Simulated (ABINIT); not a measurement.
# PbS (Cmcm) in ABINIT: a series of runs, part 2 of 2

ABINIT 10.8.3 (patched build). Earlier steps stand in the parts before.

## Step 3: Relaxation of cell and atoms, PBEsol

File run.abi:

```
# Pseudopotentials
pp_dirpath "./"
pseudos "Pb.upf, S.upf"

# Structure
acell 11.9847737919 11.9847737919 8.086744576
rprim
     0.3279612126    -0.9446911892     0.0000000000
     0.3279612126     0.9446911892     0.0000000000
     0.0000000000     0.0000000000     1.0000000000
ntypat 2
znucl 82 16
natom 4
typat 1 1 2 2
chkprim 0
chksymtnons 0
tolsym 1.0e-6
xred
   0.1305633500   0.8694366500            1/4
   0.8694366500   0.1305633500            3/4
   0.3547970900   0.6452029100            1/4
   0.6452029100   0.3547970900            3/4

# Plane-wave basis
ecut 28.0
ecutsm 0.5

# k points
kptopt 1
ngkpt 5 5 4
nshiftk 1
shiftk 0.0 0.0 0.0

# Exchange and correlation
ixc -116133

# Bands and occupations
nband 24
occopt 3
tsmear 0.05 eV

# SCF cycle
nstep 80
tolvrs 1.0e-12

# Output
iomode 3
prteig 0
prtebands 0
prtwf 0
prtden 0

# Relaxation
ionmov 2
optcell 2
ntime 50
tolmxf 2.0e-5
dilatmx 1.08
```

Potentials or basis: PseudoDojo NC SR PBEsol v0.4.1 standard.

The run is started by

```
mpirun --bind-to none -np 4 abinit run.abi > log 2>&1
```

run.abo:

```text
.Version 10.8.3 of ABINIT
 Symmetries : space group Cm c m (# 63); Bravais oC (1-face-center ortho.)
================================================================================
 Values of the parameters that define the memory need of the present run
     intxc =       0    ionmov =       2      iscf =       7    lmnmax =       6
     lnmax =       6     mgfft =      64  mpssoang =       3    mqgrid =    3001
     natom =       4  nloc_mem =       1    nspden =       1   nspinor =       1
    nsppol =       1      nsym =       8    n1xccc =    2501    ntypat =       2
    occopt =       3   xclevel =       2
       mpw =        6446          nfft =      184320          nkpt =          27
================================================================================
================================================================================

--------------------------------------------------------------------------------
------------- Echo of variables that govern the present computation ------------
--------------------------------------------------------------------------------
 -outvars: echo values of preprocessed input variables --------
            acell      1.1984773792E+01  1.1984773792E+01  8.0867445760E+00 Bohr
              amu      2.07200000E+02  3.20660000E+01
          chkprim           0
      chksymtnons           0
          dilatmx      1.08000000E+00
             ecut      2.80000000E+01 Hartree
           ecutsm      5.00000000E-01 Hartree
           ionmov           2
[... 2661 lines left out ...]
     3        0.004150709196     -0.004150709196      0.000000000000
     4       -0.004150709196      0.004150709196      0.000000000000

 Cartesian components of stress tensor (hartree/bohr^3)
  sigma(1 1)=  7.10577272E-08  sigma(3 2)=  0.00000000E+00
  sigma(2 2)=  4.43853846E-08  sigma(3 1)=  0.00000000E+00
  sigma(3 3)= -1.18462406E-07  sigma(2 1)=  0.00000000E+00

-Cartesian components of stress tensor (GPa)         [Pressure=  2.9610E-05 GPa]
- sigma(1 1)=  2.09059051E-03  sigma(3 2)=  0.00000000E+00
- sigma(2 2)=  1.30586310E-03  sigma(3 1)=  0.00000000E+00
- sigma(3 3)= -3.48528431E-03  sigma(2 1)=  0.00000000E+00

== END DATASET(S) ==============================================================
================================================================================

 -outvars: echo values of variables after computation  --------
            acell      1.1627832365E+01  1.1627832365E+01  8.0037689588E+00 Bohr
           etotal     -1.6264647438E+02
            fcart      1.0521334811E-21 -6.6524083514E-06  1.0334888686E-25
                      -1.0797185806E-21  6.6524083514E-06 -1.0334888686E-25
                      -2.2287633680E-21  9.4119376924E-06 -2.0669777371E-25
                       2.2563484674E-21 -9.4119376924E-06  2.0669777371E-25
            rprim      3.3315251684E-01 -9.4287295036E-01  0.0000000000E+00
                       3.3315251684E-01  9.4287295036E-01  0.0000000000E+00
                       0.0000000000E+00  0.0000000000E+00  1.0000000000E+00
           strten      7.1057727230E-08  4.4385384592E-08 -1.1846240602E-07
                       0.0000000000E+00  0.0000000000E+00  0.0000000000E+00
           xangst      2.0499487014E+00  4.3296236890E+00  1.0588530329E+00
                       2.0499487014E+00 -4.3296236890E+00  3.1765590986E+00
                       2.0499487014E+00  1.6366768281E+00  1.0588530329E+00
                       2.0499487014E+00 -1.6366768281E+00  3.1765590986E+00
             xred      1.2686405802E-01  8.7313594198E-01  2.5000000000E-01
                       8.7313594198E-01  1.2686405802E-01  7.5000000000E-01
                       3.5894779920E-01  6.4105220080E-01  2.5000000000E-01
                       6.4105220080E-01  3.5894779920E-01  7.5000000000E-01
 Calculation completed.
```

It took 18 min on 4 MPI ranks of Arm Neoverse V1, shared host; peak memory 0.52 GiB.

What came out:

- Free energy: -4425.8360 eV
- Relaxed volume: 25.19 Å³/atom
- Relaxed cell: a = 6.153 Å, b = 6.153 Å, c = 4.235 Å, α = 90.00°, β = 90.00°, γ = 141.08°
- Space group after relaxing (to 0.05 Å): Cmcm (No. 63)
- Energy gained by relaxing: 8.5 meV/atom
- Ionic steps: 22
- Pressure after relaxing: 0.0 GPa
- Band gap on the k mesh: 1.07 eV, direct

Step by step:
```
step  energy change (eV)  largest force (eV/Å)  pressure (GPa)  volume (Å³)
   1              0.0000                0.0293           -1.77       106.65
   2             -0.0061                0.0443           -1.50       106.08
   3             -0.0215                0.1670            0.10       102.94
   4             -0.0223                0.1513            0.04       102.95
   5             -0.0271                0.0209           -0.16       102.41
   6             -0.0278                0.0190           -0.14       102.15
   7             -0.0299                0.0400           -0.08       101.44
   8             -0.0317                0.0559           -0.01       100.91
   9             -0.0329                0.0392            0.01       100.71
  10             -0.0332                0.0210            0.00       100.83
  11             -0.0332                0.0252            0.00       100.88
  12             -0.0334                0.0301            0.00       100.94
  13             -0.0335                0.0313           -0.01       100.97
  14             -0.0337                0.0245           -0.01       100.91
  15             -0.0338                0.0141            0.00       100.80
  16             -0.0338                0.0085            0.00       100.74
  17             -0.0338                0.0081            0.00       100.73
  18             -0.0339                0.0100            0.00       100.71
  19             -0.0339                0.0105            0.00       100.70
  20             -0.0339                0.0078            0.00       100.71
  21             -0.0339                0.0029            0.00       100.73
  22             -0.0339                0.0005            0.00       100.74
```

Final structure:
```
Pb S
1.0
     2.04995   -5.80167    0.00000
     2.04995    5.80167    0.00000
     0.00000    0.00000    4.23541
Pb S
2 2
Direct
  0.12686 0.87314 0.25000
  0.87314 0.12686 0.75000
  0.35895 0.64105 0.25000
  0.64105 0.35895 0.75000
```

Caveat: spin-orbit coupling is left out, which as a rule narrows the gap of such compounds by several tenths of an eV; an odd mesh through Γ misses points on the zone boundary, where band edges often lie.
